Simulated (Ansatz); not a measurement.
Relaxing Fe

All numbers below come from DFT PBE, scalar-relativistic, plane waves, PAW in Ansatz. Cutoff 420 eV, Γ-centred k mesh, Gaussian smearing, collinear spin, first started from parallel moments.

The start puts Fe on the dhcp structure type (P6_3/mmc, No. 194), at a guessed volume.

```xyz
4
Lattice="2.6198 0.0000 0.0000 -1.3099 2.2688 0.0000 0.0000 0.0000 8.4493" Properties=species:S:1:pos:R:3 pbc="T T T"
Fe    0.0000    0.0000    0.0000
Fe    0.0000    0.0000    4.2246
Fe    0.0000    1.5125    6.3369
Fe    1.3099    0.7563    2.1123
```

Steps on the 9×9×2 mesh (4 atoms). 5 of 7 steps are shown, and the free energy counts from the last. Trial steps that were taken back and renewals of the plane-wave basis can be among the rows.

```tsv
step	ΔF (meV/atom)	V (Å³/atom)	P (GPa)
1	25.3	12.55	-5.96
2	10.9	12.21	-2.66
3	1.5	11.81	2.52
4	0.0	11.97	0.71
7	0.0	12.05	-0.01
```

A final relaxation ran on a 21×21×6 mesh. The relaxed crystal, P6_3/mmc (No. 194):

```
Fe
1.0
     2.53143    0.00000    0.00000
    -1.26572    2.19229    0.00000
     0.00000    0.00000    8.66910
Fe
4
Direct
  0.00000 0.00000 0.00000
  0.00000 0.00000 0.50000
  0.33333 0.66667 0.75000
  0.66667 0.33333 0.25000
```

| Quantity | Value |
| --- | --- |
| Volume per atom | 12.03 Å³ |
| Density | 7.71 g/cm³ |
| Energy over the standard structure | 0.18 eV/atom |
| Gap on the 21×21×6 mesh | 0 eV (a metal) |
| Net moment per atom | 2.57 μB |
| Largest site moment | 2.60 μB |

Energies count from the standard state of Fe at the same level.

The final run used a 21×21×6 mesh on its 4-atom cell and 0.10 eV smearing. For metals, differences of a few meV/atom aren't resolved.

Symmetry constrained the relaxation, so the result can be a saddle point.